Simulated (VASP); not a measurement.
# Si (a cell with a defect) in VASP: notebook, part 2 of 3

VASP 6.6.1. Earlier steps stand in the parts before.

### Step 3. Relaxation of the atoms, PBE+D3(BJ)

The input, INCAR:

```
  PREC = Accurate
  ENCUT = 520
  EDIFF = 1E-6
  ISMEAR = -1
  SIGMA = 0.02
  LREAL = Auto
  LASPH = True
  NELM = 60
  ALGO = Fast
  ISIF = 2
  LWAVE = False
  LCHARG = False
  GGA = PE
  IVDW = 12
  IBRION = 2
  NSW = 45
  EDIFFG = -0.08
```

The input, KPOINTS:

```
regular mesh
0
Gamma
  2 2 2
```

The input, POSCAR:

```
Si
1.0
    0.0000000000      5.4300000000      5.4300000000
    5.4300000000      0.0000000000      5.4300000000
    5.4300000000      5.4300000000      0.0000000000
Si
17
Direct
    0.0000000000      0.0000000000      0.0000000000
    0.1250000000      0.1250000000      0.1250000000
    0.0000000000      0.0000000000      0.5000000000
    0.1250000000      0.1250000000      0.6250000000
    0.0000000000      0.5000000000      0.0000000000
    0.1250000000      0.6250000000      0.1250000000
    0.0000000000      0.5000000000      0.5000000000
    0.1250000000      0.6250000000      0.6250000000
    0.5000000000      0.0000000000      0.0000000000
    0.6250000000      0.1250000000      0.1250000000
    0.5000000000      0.0000000000      0.5000000000
    0.6250000000      0.1250000000      0.6250000000
    0.5000000000      0.5000000000      0.0000000000
    0.6250000000      0.6250000000      0.1250000000
    0.5000000000      0.5000000000      0.5000000000
    0.6250000000      0.6250000000      0.6250000000
    0.2554135000      0.2520382000      0.7429474000
```

Potentials or basis: VASP PAW PBE potentials, release 64 (Si).

Run with:

```bash
$ cat potpaw_PBE.64/Si/POTCAR > POTCAR
$ mpirun -np 1 vasp_std > vasp.out
```

OUTCAR:

```text
PREC = Accurate
   ENCUT = 520
   EDIFF = 1E-6
   ISMEAR = -1
   LREAL = Auto
   LASPH = True
   NELM = 60
   ISIF = 2
   GGA = PE
   IVDW = 12
   IBRION = 2
   NSW = 45
   EDIFFG = -0.08
 IVDW          = 12

 ion  position               nearest neighbor table
   1  0.000  0.000  0.000-   2 2.35   4 2.35   6 2.35  10 2.35  17 2.76
   2  0.125  0.125  0.125-   1 2.35   3 2.35   5 2.35   9 2.35  17 2.40
   3  0.000  0.000  0.500-   2 2.35   4 2.35   8 2.35  12 2.35
   4  0.125  0.125  0.625-   1 2.35   3 2.35   7 2.35  11 2.35  17 2.35
   5  0.000  0.500  0.000-   2 2.35   6 2.35   8 2.35  14 2.35  17 2.74
   6  0.125  0.625  0.125-   1 2.35   5 2.35   7 2.35  13 2.35
   7  0.000  0.500  0.500-   4 2.35   6 2.35   8 2.35  16 2.35  17 2.71
   8  0.125  0.625  0.625-  17 2.34   5 2.35   7 2.35  15 2.35   3 2.35
   9  0.500  0.000  0.000-   2 2.35  10 2.35  12 2.35  14 2.35  17 2.72
  10  0.625  0.125  0.125-   1 2.35   9 2.35  11 2.35  13 2.35
  11  0.500  0.000  0.500-   4 2.35  10 2.35  12 2.35  16 2.35  17 2.69
  12  0.625  0.125  0.625-  17 2.32   9 2.35  11 2.35  15 2.35   3 2.35
  13  0.500  0.500  0.000-   6 2.35  10 2.35  14 2.35  16 2.35
  14  0.625  0.625  0.125-   5 2.35   9 2.35  13 2.35  15 2.35
  15  0.500  0.500  0.500-   8 2.35  12 2.35  14 2.35  16 2.35  17 2.67
  16  0.625  0.625  0.625-   7 2.35  11 2.35  13 2.35  15 2.35
  17  0.255  0.252  0.743-  12 2.32   8 2.34   4 2.35   2 2.40  15 2.67  11 2.69   7 2.71   9 2.72
                             5 2.74   1 2.76

  LATTYP: Found a face centered cubic cell.
[... 176 lines left out ...]
   LEPSILON=     F    determine dielectric tensor
   LRPA    =     F    only Hartree local field effects (RPA)
 conjugate gradient relaxation of ions
 non-spin polarized calculation
 RMM-DIIS sequential band-by-band and
  energy-cutoff  :      520.00
  volume of cell :      320.21
 maximum number of plane-waves:      8646
 NGX is ok and might be reduce to    60
   NGX = 29   NGY = 29   NGZ = 29

--------------------------------------- Ionic step        1  -------------------------------------------

 number of electron      68.0000004 magnetization

 Free energy of the ion-electron system (eV)
  ---------------------------------------------------
  ext. energy  EPLUGINS =         0.00000000
  ---------------------------------------------------
  free energy    TOTEN  =       -87.86578050 eV

  energy without entropy =      -87.85620355  energy(sigma->0) =      -87.86099202

------------------------ aborting loop because EDIFF is reached ----------------------------------------

 Edisp (eV)   -5.64462

 E8    (eV) :    -2.3350
[... 156 lines left out ...]
--------------------------------------- Ionic step        4  -------------------------------------------

 number of electron      68.0000001 magnetization

 Free energy of the ion-electron system (eV)
  ---------------------------------------------------
  ext. energy  EPLUGINS =         0.00000000
  ---------------------------------------------------
  free energy    TOTEN  =       -87.99481891 eV

  energy without entropy =      -87.98457518  energy(sigma->0) =      -87.98969705

 E-fermi :   6.9095     XC(G=0):  -9.6743

 val. band max:        6.6775771387   @ k =   0.0000   0.0000   0.0000
 cond. band min:       6.9241566916   @ k =   0.5000   0.0000   0.5000
 fundamental gap:      0.2465795530
 Fermi energy:         6.9094924847

 k-point     1 :       0.0000    0.0000    0.0000
  band No.  band energies     occupation
      1      -6.3229      2.00000
      2      -3.7666      2.00000
      3      -3.6334      2.00000
      4      -3.6311      2.00000
      5      -3.6269      2.00000
      6      -2.8226      2.00000
[... 405 lines left out ...]
  FREE ENERGIE OF THE ION-ELECTRON SYSTEM (eV)
  ---------------------------------------------------
  free  energy   TOTEN  =       -93.6382711505 eV

  energy  without entropy=      -93.6280274267  energy(sigma->0) =      -93.63314929

 reached required accuracy - stopping structural energy minimisation
```

OSZICAR:

```text
N       E                     dE             d eps       ncg     rms          rms(c)
DAV:   1     0.188441857671E+03    0.18844E+03   -0.26808E+04   688   0.132E+03
DAV:   2    -0.713677628886E+02   -0.25981E+03   -0.24987E+03   822   0.189E+02
DAV:   3    -0.890771123036E+02   -0.17709E+02   -0.17376E+02   864   0.427E+01
[... 34 lines left out ...]
RMM:   2    -0.879947921598E+02   -0.20018E-03   -0.28158E-03   691   0.236E-01    0.449E-02
RMM:   3    -0.879948091499E+02   -0.16990E-04   -0.56263E-04   700   0.106E-01    0.176E-02
RMM:   4    -0.879948168439E+02   -0.76940E-05   -0.11196E-04   745   0.470E-02    0.115E-02
RMM:   5    -0.879948183920E+02   -0.15481E-05   -0.20272E-05   701   0.198E-02    0.249E-03
RMM:   6    -0.879948189084E+02   -0.51634E-06   -0.51215E-06   532   0.963E-03
   4 F= -.93638271E+02 E0= -.93633149E+02  d E =-.269750E-02
```

Wall time 9.1 min (1 thread of Intel Xeon Platinum 8559C (Emerald Rapids), shared host); peak memory 0.52 GiB.

What came out:

* Free energy: -93.6383 eV
* Energy gained by relaxing: 7.5 meV/atom
* Ionic steps: 4
* Pressure after relaxing: 2.4 GPa
* Largest force after relaxing: 0.073 eV/Å
* Band gap on the k mesh: none (metal or under the smearing width)
* Dispersion energy per atom: -0.332 eV

Forces on the atoms (eV/Å):
```
Si  -0.008 -0.006 -0.034
Si  -0.031 -0.026  0.035
Si   0.002 -0.007 -0.005
Si   0.013  0.018  0.034
Si   0.030 -0.007  0.011
Si  -0.002  0.009  0.000
Si  -0.003 -0.022  0.005
Si  -0.026  0.016 -0.006
Si  -0.010  0.027  0.012
Si   0.011 -0.004 -0.001
Si  -0.019  0.002  0.007
Si   0.002 -0.014  0.004
Si  -0.002  0.000  0.003
Si   0.000 -0.003 -0.013
Si  -0.004  0.001  0.016
Si   0.007  0.004 -0.010
Si   0.040  0.014 -0.059
```

The path:
```tsv
step	energy change (eV)	largest force (eV/Å)	pressure (GPa)
1	0.0000	1.0898	2.90
2	-0.1246	0.1314	2.40
3	-0.1252	0.1536	2.37
4	-0.1279	0.0725	2.37
```

Final structure:
```yaml
crystal:
  lattice:
    - [0.00000, 5.43000, 5.43000]
    - [5.43000, 0.00000, 5.43000]
    - [5.43000, 5.43000, 0.00000]
  atoms:
    - { symbol: Si, position: [0.99745, 0.99745, 0.00260] }
    - { symbol: Si, position: [0.12313, 0.12324, 0.13031] }
    - { symbol: Si, position: [0.00126, 0.00042, 0.49846] }
    - { symbol: Si, position: [0.12254, 0.12266, 0.62303] }
    - { symbol: Si, position: [0.99739, 0.50255, 0.00267] }
    - { symbol: Si, position: [0.12610, 0.62476, 0.12446] }
    - { symbol: Si, position: [0.99723, 0.50277, 0.49722] }
    - { symbol: Si, position: [0.12233, 0.63228, 0.62284] }
    - { symbol: Si, position: [0.50262, 0.99732, 0.00274] }
    - { symbol: Si, position: [0.62482, 0.12614, 0.12440] }
    - { symbol: Si, position: [0.50285, 0.99715, 0.49714] }
    - { symbol: Si, position: [0.63295, 0.12218, 0.62259] }
    - { symbol: Si, position: [0.49992, 0.49997, 0.00011] }
    - { symbol: Si, position: [0.62478, 0.62468, 0.12435] }
    - { symbol: Si, position: [0.50291, 0.50293, 0.49708] }
    - { symbol: Si, position: [0.62467, 0.62456, 0.62630] }
    - { symbol: Si, position: [0.25247, 0.25099, 0.74667] }
```

Caveat: the k mesh is coarse (spacing up to 0.50 Å⁻¹), so the values aren't converged; the relaxation stopped at a loose force limit of 0.08 eV/Å, so its end isn't a converged minimum.

### Step 4. Single point, PBE+D3(BJ)

The input, INCAR:

```
SYSTEM = Si
  ALGO = Fast
  EDIFF = 1E-6
  ENCUT = 520
  GGA = PE
  ISIF = 2
  ISMEAR = -1
  IVDW = 12
  LASPH = .True.
  LCHARG = .True.
  LELF = .True.
  LREAL = Auto
  LVHAR = .True.
  LWAVE = .False.
  NBANDS = 48
  NELM = 80
  PREC = Accurate
  SIGMA = 0.02
```

The input, KPOINTS:

```
k-points
0
Gamma
  2 2 2
  0 0 0
```

The input, POSCAR:

```
Si
1.0
    0.0000000000      5.4300000000      5.4300000000
    5.4300000000      0.0000000000      5.4300000000
    5.4300000000      5.4300000000      0.0000000000
Si
17
Direct
   -0.1737753223      0.0575874770     -0.0395580110
    0.0854788214      0.0196040516      0.1740239411
   -0.0663720074     -0.0110865562      0.6031860037
    0.0172375691      0.3339963168      0.4181583794
   -0.0222467772      0.5095395948      0.0153222836
   -0.0010773481      0.7047605893      0.2409852670
   -0.0349355433      0.5747697974      0.6072928177
    0.1768047882      0.6955524862      0.6463627993
    0.3749447514      0.1311510129     -0.0566758748
    0.4892725599      0.3431215470      0.0222928177
    0.3631583794      0.1982596685      0.3916850829
    0.5890976059      0.1526335175      0.5586556169
    0.5991528545      0.6635727440     -0.1838489871
    0.6234622468      0.7562615101      0.0718232044
    0.5542541436      0.5415653775      0.4256537753
    0.6436279926      0.8209760589      0.4511786372
    0.1507918969      0.1438305709      0.7746040516
```

Run with:

```bash
$ cat potpaw_PBE.64/Si/POTCAR > POTCAR
$ mpirun -np 1 vasp_std > vasp.out
```

Wall time 2.6 min (1 thread of Intel Xeon Platinum 8559C (Emerald Rapids), shared host); peak memory 0.46 GiB.

Results (log left out):

```yaml
Free_energy: -88.3988 eV
Pressure: -2.7 GPa
Largest_force: 4.063 eV/Å
Band_gap_on_the_k_mesh: none (metal or under the smearing width)
Dispersion_energy_per_atom: -0.334 eV
```

Forces in eV/Å, atoms in the order of the input:
```
Si  -0.812 -0.341 -0.189
Si   0.646 -0.277 -0.566
Si   2.848 -2.591  1.300
Si   0.472 -0.880 -1.640
Si  -0.074  0.582  0.094
Si  -0.137 -0.625  1.259
Si  -0.767  1.140 -0.775
Si  -2.687  2.606 -0.605
Si  -0.635  0.844  1.224
Si  -1.050 -0.411  0.496
Si  -1.061  1.793  0.046
Si   0.799  0.073 -0.003
Si   0.618  0.540 -0.599
Si  -0.403 -1.157  0.714
Si   1.022  0.596 -0.512
Si   0.757 -1.278 -0.619
Si   0.464 -0.614  0.377
```

Stress tensor (GPa, compression positive):
```
-3.66 -2.58 -2.38
-2.58 -1.87  0.61
-2.38  0.61 -2.59
```

Levels at points of the mesh, in eV from the Fermi level:
```csv
k point,band 32,band 33,band 34,band 35,band 36,band 37
"(0.00, 0.00, 0.00)",-0.77,-0.42,-0.06,0.02,0.25,0.54
"(0.50, 0.00, 0.00)",-0.60,-0.26,-0.06,0.27,0.57,0.87
"(0.00, 0.50, 0.00)",-1.04,-0.45,-0.30,0.32,0.46,0.63
"(0.00, 0.00, 0.50)",-0.89,-0.69,-0.35,0.00,0.60,0.81
"(0.50, 0.50, 0.50)",-0.69,-0.49,-0.29,0.31,0.41,0.60
"(0.50, 0.50, 0.00)",-0.83,-0.58,0.02,0.34,0.47,0.72
"(0.00, 0.50, 0.50)",-1.04,-0.59,-0.24,0.19,0.44,0.72
"(0.50, 0.00, 0.50)",-0.66,-0.33,-0.20,0.06,0.46,0.67
```

Caveat: the k mesh is coarse (spacing up to 0.50 Å⁻¹), so the values aren't converged.

[end of part 2 of 3]
